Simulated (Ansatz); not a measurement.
Rutile GeO₂ was calculated with G0W0@HSE06 (Ansatz, an electronic-structure program, hard PAW, contour deformation).

The same calculation (at the measured cell, 9.262 Å³/atom) with different numerical settings; throughout: k mesh 2×2×2:

```csv
run,response cutoff (eV),empty bands,quasiparticle gap on the mesh (eV),quasiparticle gap at Γ (eV)
1,100,232,4.540,4.540
2,150,426,4.641,4.641
3,200,656,4.711,4.711
4,250,916,4.754,4.754
5,300,1205,4.775,4.775
6,400,1855,(withheld),(withheld)
```

Task: Some entries are withheld; supply them.

Result: 
- 6, quasiparticle gap on the mesh (eV): 4.799
- 6, quasiparticle gap at Γ (eV): 4.799

In the column quasiparticle gap on the mesh (eV) the first row differs from the last by -0.259 and the next to last by -0.024.

The last row is no converged limit: other settings stay fixed.

Spin–orbit coupling is not included.

Note: filled d or f shells below the valence bands can shift G0W0 gaps through exchange with them, which wasn't tested here. Note: GW on a hybrid start was not checked against another program.
